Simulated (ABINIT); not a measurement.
Crystal: KBr.

```
Br K
1.0
     0.00000    3.30000    3.30000
     3.30000    0.00000    3.30000
     3.30000    3.30000    0.00000
Br K
1 1
Direct
  0.50000 0.50000 0.50000
  0.00000 0.00000 0.00000
```

Program: ABINIT 10.8.3 (patched build). Alike in all runs: no spin polarisation; cell as given; smearing fermi-dirac 0.05 eV.

Q: Order these runs on this cell by their band gap on the k mesh, lowest first.
A. level PBE; potentials or basis SG15 NC PBE v1.2; k mesh 7 × 7 × 7; cutoff (eV) 1007
B. level LDA; potentials or basis JTH PAW LDA v2.0; k mesh 4 × 4 × 4; cutoff (eV) 544; fine-grid cutoff 1088.46 eV
C. level r2SCAN; potentials or basis JTH PAW LDA v2.0; k mesh 7 × 7 × 7; cutoff (eV) 653; fine-grid cutoff 1251.72 eV

A: B (4.03 eV), A (4.42 eV), C (5.08 eV).

